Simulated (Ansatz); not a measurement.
## HgTe (Coloradoite) under changes of volume

One of the cells (33.215 Å³/atom); the others are scaled copies at fixed shape and fractional positions:

```
CELL_PARAMETERS angstrom
0.00000 3.21450 3.21450
3.21450 0.00000 3.21450
3.21450 3.21450 0.00000
ATOMIC_POSITIONS crystal
Hg 0.00000 0.00000 0.00000
Te 0.75000 0.75000 0.75000
```

```yaml
Program: Ansatz 0.2.0
Functional: r2SCAN50
Potentials_or_basis: Ansatz PAW
Cutoff: "500 eV (not typed: the program's choice for these potentials)"
k_mesh: 4 × 4 × 4
Occupations: fermi-dirac, width 0.05 eV
Spin: no spin polarisation
```

```csv
volume (Å³/atom),energy over the lowest point (meV/atom),pressure (GPa),gap on the mesh (eV)
31.223,43.96,5.3,2.48
31.887,24.91,3.9,2.40
32.551,?,?,?
33.215,3.52,1.4,2.25
33.880,0.00,0.3,2.18
34.544,0.59,-0.6,2.10
35.208,4.77,-1.4,2.03
```

Task: What does the run at 32.551 Å³/atom give?

Result: Energy over the lowest point 11.68 meV/atom; pressure 2.5 GPa; gap on the mesh 2.33 eV.

Worked out: A Birch-Murnaghan fit of order 3 (a polynomial in V^(-2/3)) to the other rows has its minimum at 34.11 Å³/atom with B0 = V·E''(V) = 49 GPa and B' = 5.0. It gives 11.64 meV/atom at 32.551 Å³/atom, against the run's 11.68, and -dE/dV = 2.6 GPa, against 2.5. A straight line through the other rows of the gap, of slope -3.74 eV per unit of ln V (its deformation potential), gives 2.32 eV, against the run's 2.33.

Energies are extrapolated to zero smearing.

Caveats: some runs use coarse meshes; spin-orbit coupling is left out, which moves the levels of the heavy elements; the PAW data sets come from PBE, with cores solved anew for the run's functional, which leaves a small shift of forces and pressure; the thresholds are loose for stress.
